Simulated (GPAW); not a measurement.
# Ga (Pm-3m) in GPAW: convergence with k mesh

Aim: find how far k mesh must go before the results for Ga settle, at MS2. This setting moves, with any that are tied to it; all else stays.

Everything below comes from runs of GPAW 26.7.0. Logs are shortened: lines on timing, memory, paths and dates and some standing lists are left out, and cuts for length are marked. The log counts tension as positive stress, the text compression.

## Step 1: Starting point

The structure is cubic, space group Pm-3m (No. 221). Conventional cell: a = 2.716 Å, b = 2.716 Å, c = 2.716 Å, α = 90.00°, β = 90.00°, γ = 90.00°. Around Ga (site symmetry m-3m) lie 6 Ga at 2.72 Å.

The cell was built by a generator and needn't be a form met in nature.

## Step 2: With k mesh 3 × 3 × 3

run.py

```python
import json
import numpy as np
from ase.dft.bandgap import bandgap
from ase.io import read, write
from ase.units import GPa
from gpaw import GPAW, PW

atoms = read('POSCAR')

calc = GPAW(mode=PW(450),
            xc='MGGA_X_MS2+GGA_C_REGTPSS',
            kpts={'size': (3, 3, 3), 'gamma': True},
            occupations={'name': 'fermi-dirac', 'width': 0.05},
            nbands=7,
            convergence={'density': 1e-05, 'energy': 1e-05},
            maxiter=150,
            txt='gpaw.txt')
atoms.calc = calc
energy = atoms.get_potential_energy()
forces = atoms.get_forces()
stress = atoms.get_stress()
calc.write('gs.gpw')
write('result.traj', atoms)
print(f'Energy: {energy:.6f} eV')
print('Forces (eV/A):')
print(forces.round(4))
print('Stress (GPa):', (stress / GPa).round(3))
print('Fermi level:', round(calc.get_fermi_level(), 4), 'eV')
print(f'Gap: {bandgap(calc)[0]:.4f} eV, direct: {bandgap(calc, direct=True)[0]:.4f} eV')

size = (6, 6, 6)
dense = calc.fixed_density(kpts={'size': size, 'gamma': True}, update_fermi_level=True,
                           convergence={'bands': 'CBM+2.0', 'eigenstates': 1e-7}, txt='dense.txt')
ef = dense.get_fermi_level()
index = np.round(dense.get_bz_k_points() * size).astype(int) % size
recip = 2 * np.pi * atoms.cell.reciprocal()
sheets = []
for s, e_kn in enumerate(dense.eigenvalues()):
    for n in range(e_kn.shape[1] - 2):
        if e_kn[:, n].min() < ef < e_kn[:, n].max():
            e = np.empty(size)
            e[tuple(index.T)] = e_kn[dense.get_bz_to_ibz_map(), n] - ef
            de = np.array([(np.roll(e, -1, c) - np.roll(e, 1, c)) * size[c] / 2 for c in range(3)])
            v = np.linalg.norm(np.einsum('vc,cxyz->vxyz', np.linalg.inv(recip), de), axis=0)
            w = np.exp(-(e / 0.1)**2) / (0.1 * np.pi**0.5)
            sheets.append({'spin': s, 'band': n, 'filled': (e < 0).mean(), 'dos': w.mean(), 'bottom': e.min(), 'top': e.max(),
                           'velocity': (w * v).sum() / w.sum() * 1.519267e5, 'slice': e[:, :, 0].round(3).tolist()})
            print(f'spin {s} band {n}: filled share {sheets[-1]["filled"]:.3f}, from {e.min():.3f} to {e.max():.3f} eV,',
                  f'{w.mean():.3f} states/eV, mean velocity {sheets[-1]["velocity"]:.3e} m/s')
print('Fermi level on the dense mesh:', round(ef, 4), 'eV,', len(sheets), 'sheets')
json.dump({'ef': ef, 'sheets': sheets}, open('fermi.json', 'w'))
```

POSCAR

```
Ga
1.0
    2.7164800000      0.0000000000      0.0000000000
    0.0000000000      2.7164800000      0.0000000000
    0.0000000000      0.0000000000      2.7164800000
Ga
1
Direct
    0.0000000000      0.0000000000      0.0000000000
```

Potentials or basis: GPAW PAW data sets (gpaw-data 1.2.1), pw.

Started as:

```console
$ OMP_NUM_THREADS=1 python run.py
```

Run time: 4.8 s. Hardware: 1 thread of AMD EPYC 7R13 (Zen 3), shared host; peak memory 0.16 GiB.

Results:

```
Free energy            : -2.9549 eV
Pressure               : -2.4 GPa
Band gap on the k mesh : none (metal or under the smearing width)
```

## Step 3: With k mesh 4 × 4 × 4

run.py, as its differences from that of step 2:

```diff
@@ -11,3 +11,3 @@
             xc='MGGA_X_MS2+GGA_C_REGTPSS',
-            kpts={'size': (3, 3, 3), 'gamma': True},
+            kpts={'size': (4, 4, 4), 'gamma': True},
             occupations={'name': 'fermi-dirac', 'width': 0.05},
```

POSCAR is that of step 2.

Potentials or basis: GPAW PAW data sets (gpaw-data 1.2.1), pw.

Started as:

```console
$ OMP_NUM_THREADS=1 python run.py
```

Run time: 4.5 s. Hardware: 1 thread of AMD EPYC 7R13 (Zen 3), shared host; peak memory 0.16 GiB.

What came out:

```
Free energy            : -3.8273 eV
Pressure               : -0.6 GPa
Band gap on the k mesh : none (metal or under the smearing width)
```

## Step 4: With k mesh 5 × 5 × 5

run.py, as its differences from that of step 3:

```diff
@@ -11,3 +11,3 @@
             xc='MGGA_X_MS2+GGA_C_REGTPSS',
-            kpts={'size': (4, 4, 4), 'gamma': True},
+            kpts={'size': (5, 5, 5), 'gamma': True},
             occupations={'name': 'fermi-dirac', 'width': 0.05},
@@ -30,3 +30,3 @@
 
-size = (6, 6, 6)
+size = (8, 8, 8)
 dense = calc.fixed_density(kpts={'size': size, 'gamma': True}, update_fermi_level=True,
```

POSCAR is that of step 3.

Started as:

```console
$ OMP_NUM_THREADS=1 python run.py
```

It took 5.2 s on 1 thread of AMD EPYC 7R13 (Zen 3), shared host; peak memory 0.16 GiB.

The run converged. Its results:

```
Free energy            : -3.6424 eV
Pressure               : -3.7 GPa
Band gap on the k mesh : none (metal or under the smearing width)
```

## Step 5: With k mesh 6 × 6 × 6

run.py, as its differences from that of step 4:

```diff
@@ -11,3 +11,3 @@
             xc='MGGA_X_MS2+GGA_C_REGTPSS',
-            kpts={'size': (5, 5, 5), 'gamma': True},
+            kpts={'size': (6, 6, 6), 'gamma': True},
             occupations={'name': 'fermi-dirac', 'width': 0.05},
@@ -30,3 +30,3 @@
 
-size = (8, 8, 8)
+size = (10, 10, 10)
 dense = calc.fixed_density(kpts={'size': size, 'gamma': True}, update_fermi_level=True,
```

POSCAR is that of step 4.

Started as:

```console
$ OMP_NUM_THREADS=1 python run.py
```

Wall time 7.3 s (1 thread of AMD EPYC 7R13 (Zen 3), shared host); peak memory 0.16 GiB.

The run converged. Its results:

```
Free energy            : -3.5369 eV
Pressure               : -2.7 GPa
Band gap on the k mesh : none (metal or under the smearing width)
```

## Step 6: With k mesh 7 × 7 × 7

run.py, as its differences from that of step 5:

```diff
@@ -11,3 +11,3 @@
             xc='MGGA_X_MS2+GGA_C_REGTPSS',
-            kpts={'size': (6, 6, 6), 'gamma': True},
+            kpts={'size': (7, 7, 7), 'gamma': True},
             occupations={'name': 'fermi-dirac', 'width': 0.05},
@@ -30,3 +30,3 @@
 
-size = (10, 10, 10)
+size = (12, 12, 12)
 dense = calc.fixed_density(kpts={'size': size, 'gamma': True}, update_fermi_level=True,
```

POSCAR is that of step 5.

Potentials or basis: GPAW PAW data sets (gpaw-data 1.2.1), pw.

Started as:

```console
$ OMP_NUM_THREADS=1 python run.py
```

Wall time 11 s (1 thread of AMD EPYC 7R13 (Zen 3), shared host); peak memory 0.17 GiB.

The run converged. Its results:

* Free energy: -3.6141 eV
* Pressure: -4.4 GPa
* Band gap on the k mesh: none (metal or under the smearing width)

## Step 7: With k mesh 9 × 9 × 9

run.py, as its differences from that of step 6:

```diff
@@ -11,3 +11,3 @@
             xc='MGGA_X_MS2+GGA_C_REGTPSS',
-            kpts={'size': (7, 7, 7), 'gamma': True},
+            kpts={'size': (9, 9, 9), 'gamma': True},
             occupations={'name': 'fermi-dirac', 'width': 0.05},
@@ -30,3 +30,3 @@
 
-size = (12, 12, 12)
+size = (14, 14, 14)
 dense = calc.fixed_density(kpts={'size': size, 'gamma': True}, update_fermi_level=True,
```

POSCAR is that of step 6.

Started as:

```console
$ OMP_NUM_THREADS=1 python run.py
```

It took 14 s on 1 thread of AMD EPYC 7R13 (Zen 3), shared host; peak memory 0.18 GiB.

It converged, with:

| Quantity | Value |
| --- | --- |
| Free energy | -3.5969 eV |
| Pressure | -3.4 GPa |
| Band gap on the k mesh | none (metal or under the smearing width) |

## Step 8: With k mesh 11 × 11 × 11

run.py, as its differences from that of step 7:

```diff
@@ -11,3 +11,3 @@
             xc='MGGA_X_MS2+GGA_C_REGTPSS',
-            kpts={'size': (9, 9, 9), 'gamma': True},
+            kpts={'size': (11, 11, 11), 'gamma': True},
             occupations={'name': 'fermi-dirac', 'width': 0.05},
@@ -30,3 +30,3 @@
 
-size = (14, 14, 14)
+size = (18, 18, 18)
 dense = calc.fixed_density(kpts={'size': size, 'gamma': True}, update_fermi_level=True,
```

POSCAR is that of step 7.

Potentials or basis: GPAW PAW data sets (gpaw-data 1.2.1), pw.

Started as:

```console
$ OMP_NUM_THREADS=1 python run.py
```

gpaw.txt:

```text
__  _  _
 | _ |_)|_||  |
 |__||  | ||/\| - 26.7.0

Input parameters:
  mode=PW(ecut=450.00000000000006),
  convergence={'density': 1e-05, 'energy': 1e-05},
  kpts=MonkhorstPack(size=(11, 11, 11), gamma=True),
  maxiter=150,
  nbands=7,
  occupations=Occupations(name='fermi-dirac', width=0.05),
  xc=XC(name='MGGA_X_MS2+GGA_C_REGTPSS')

Diagonalizing LCAO Hamiltonian
Converting LCAO to pw mode
   .------.
  /|      |
 * |      |
 | .------.
 |/      /
 Ga-----*

Atoms  # Å, Bohr magnetons
|   | symbol |        x |        y |        z |    initial magnetic moments |
|---|--------|----------|----------|----------|-----------------------------|
| 0 |     Ga | 0.000000 | 0.000000 | 0.000000 | ( 0.0000,  0.0000,  0.0000) |

Unit cell  # Å
| periodic |        x |        y |        z |  lengths |    angles |
|----------|----------|----------|----------|----------|-----------|
|      yes | 2.716480 | 0.000000 | 0.000000 | 2.716480 | 90.000000 |
|      yes | 0.000000 | 2.716480 | 0.000000 | 2.716480 | 90.000000 |
|      yes | 0.000000 | 0.000000 | 2.716480 | 2.716480 | 90.000000 |

Number of symmetries: 48
Symmetry operations  # r_c * U_cc + t_c -> r_c
|    | kind |            matrix            |
|----|------|------------------------------|
|  0 |  E   |  1, 0, 0,  0, 1, 0,  0, 0, 1 |
|  1 |  σ   |  1, 0, 0,  0, 1, 0,  0, 0,-1 |
|  2 |  σ   |  1, 0, 0,  0, 0, 1,  0, 1, 0 |
|  3 |  C4  |  1, 0, 0,  0, 0, 1,  0,-1, 0 |
|  4 |  C4  |  1, 0, 0,  0, 0,-1,  0, 1, 0 |
|  5 |  σ   |  1, 0, 0,  0, 0,-1,  0,-1, 0 |
|  6 |  σ   |  1, 0, 0,  0,-1, 0,  0, 0, 1 |
|  7 |  C2  |  1, 0, 0,  0,-1, 0,  0, 0,-1 |
|  8 |  σ   |  0, 1, 0,  1, 0, 0,  0, 0, 1 |
|  9 |  C2  |  0, 1, 0,  1, 0, 0,  0, 0,-1 |
| 10 |  C3  |  0, 1, 0,  0, 0, 1,  1, 0, 0 |
| 11 |  S6  |  0, 1, 0,  0, 0, 1, -1, 0, 0 |
| 12 |  S6  |  0, 1, 0,  0, 0,-1,  1, 0, 0 |
| 13 |  C3  |  0, 1, 0,  0, 0,-1, -1, 0, 0 |
| 14 |  C4  |  0, 1, 0, -1, 0, 0,  0, 0, 1 |
| 15 |  S4  |  0, 1, 0, -1, 0, 0,  0, 0,-1 |
[... 98 lines left out ...]
    |    s |        |      18.266 |    1.164 |
    |    p |        |      24.631 |    1.164 |
    |    d |        |       0.000 |    1.164 |

    Using partial waves for Ga as LCAO basis

Reference energy: -52884.671529  # eV

eigensolver:
  PPCG
  Converge bands: occupied
  niter=2

density mixing:
  MSR1-Mixer
  Pratt-step length: 0.05
  Maximum mixing coefficient: 0.75
  Old densities: 10
  SVD Regularization: 0.005
  Good broyden scale: 1.0
  Trust region scale: 1.0
  Backstep threshold: 4.0
  History deletion threshold: 6.0
  Fourier metric: weight=20.0, sigma=0.015

occupation numbers:
  Fermi-Dirac:
    width: 0.0500  # eV

poisson solver:
  ecut: 3600.0000000000005  # eV

xc functional:
  name: MGGA_X_MS2+GGA_C_REGTPSS with 2 nearest neighbor stencil

convergence criteria:
- Maximum integral of absolute [dens]ity change: 1e-05 electrons / valence electron
- Maximum [total energy] change in last 3 cyles: 1e-05 eV / valence electron
- Maximum integral of absolute [eigenst]ate change: 4e-08 eV^2 / valence electron
maximum number of iterations: 150

SCF iterations
|iter     | |      energy | eigst |  dens |
|---------|-|-------------|-------|-------|
|iter:   1| |   -3.263963 | -0.87 |       |
|iter:   2| |   -3.611011 | -1.99 | -1.01 |
|iter:   3| |   -3.611444 | -3.66 | -1.10 |
|iter:   4| |   -3.609607 | -3.79 | -1.24 |
|iter:   5| |   -3.608834 | -4.66 | -1.57 |
|iter:   6| |   -3.608469 | -4.80 | -1.82 |
|iter:   7| |   -3.608364 | -4.75 | -2.10 |
|iter:   8| |   -3.608361 | -7.23 | -3.29 |
|iter:   9| |   -3.608360c| -8.42c| -3.69 |
|iter:  10| |   -3.608360c| -9.20c| -5.04c|

Converged in 10 steps
Energy contributions relative to reference atoms: (reference = -52884.671529)

Energy contributions:
  Kinetic:           6.331583
  Coulomb:          -4.861090
  Zero:             -0.006126
  External:          0.000000
  Xc:               -5.070819
  Entropy:          -0.003816
  Spinorbit:         0.000000
  ----------------------------
  Free energy:      -3.610268
  Extrapolated:     -3.608360

dipole moment: (-6.983230, -6.983230, -6.983230)  # |e|*Ang

Fermi level: 5.257
Eigenvalues  # (at kpt = [0.000, 0.000, 0.000])
| band index |      eig [eV] | occ [0-2] |
|------------|---------------|-----------|
|          0 |        -5.435 |     2.000 |
|          1 |        14.341 |     0.000 |
|          2 |        14.341 |     0.000 |
|          3 |        14.341 |     0.000 |
|          4 |        16.734 |     0.000 |
|          5 |        16.734 |     0.000 |
|          6 |        19.719 |     0.000 |

No gap
No difference between direct/indirect transitions

Forces  # eV/Ang
|       x |       y |       z |
|---------|---------|---------|
| 0.00000 | 0.00000 | 0.00000 |  # Ga   0

Stress tensor  # eV/Ang^3
|        x |        y |        z |
|----------|----------|----------|
| 0.019457 | 0.000000 | 0.000000 |
| 0.000000 | 0.019457 | 0.000000 |
| 0.000000 | 0.000000 | 0.019457 |

# Writing to gs.gpw (mode='')
```

dense.txt:

```text
Diagonalizing LCAO Hamiltonian
Converting LCAO to pw mode
convergence criteria:
- Maximum integral of absolute [eigenst]ate change: 1e-07 eV^2 / valence electron
maximum number of iterations: 150

SCF iterations
|iter     | |      energy | eigst |  dens |
|---------|-|-------------|-------|-------|
|iter:   1| |             | -0.83 |       |
|iter:   2| |             | -3.12 |       |
|iter:   3| |             | -5.85 |       |
|iter:   4| |             | -7.22c|       |
SCF steps: 4
  __  _  _
 | _ |_)|_||  |
 |__||  | ||/\| - 26.7.0

Input parameters:
  mode=PW(ecut=450.00000000000006),
  convergence={'bands': 'CBM+2.0', 'eigenstates': 1e-07},
  gpts=array([14, 14, 14]),
  kpts=MonkhorstPack(size=(18, 18, 18), gamma=True),
  maxiter=150,
  nbands=7,
  occupations=Occupations(name='fermi-dirac', width=0.05),
  xc=XC(name='MGGA_X_MS2+GGA_C_REGTPSS')
```

Run time: 20 s. Hardware: 1 thread of AMD EPYC 7R13 (Zen 3), shared host; peak memory 0.19 GiB.

What came out:

| Property | Result |
| --- | --- |
| Free energy | -3.6103 eV |
| Pressure | -3.1 GPa |
| Band gap on the k mesh | none (metal or under the smearing width) |

## Step 9: The series at a glance

```csv
k mesh,"energy less the tightest run, at zero smearing (meV/atom)",pressure (GPa),SCF cycles,CPU time (s),peak memory (GiB)
3 × 3 × 3,668.18,-2.43,9,4.8,0.16
4 × 4 × 4,-218.91,-0.59,9,4.5,0.16
5 × 5 × 5,-31.18,-3.74,10,5.2,0.16
6 × 6 × 6,74.76,-2.67,9,7.2,0.16
7 × 7 × 7,-2.47,-4.45,10,11,0.17
9 × 9 × 9,12.80,-3.39,10,14,0.18
11 × 11 × 11,0.00,-3.12,10,20,0.19
```

Not settled before the last step: the energy (to 1 meV/atom), the pressure (to 0.1 GPa). Meshes of other sizes hit other points, so gaps and Fermi surfaces needn't settle smoothly. The tightest run that finished is the yardstick and may itself not be fully converged.

Caveats: the cutoff is short for stress and forces, so pressures can be off by a GPa or more; the PAW data sets were made with another functional, which shifts forces and pressure a little.
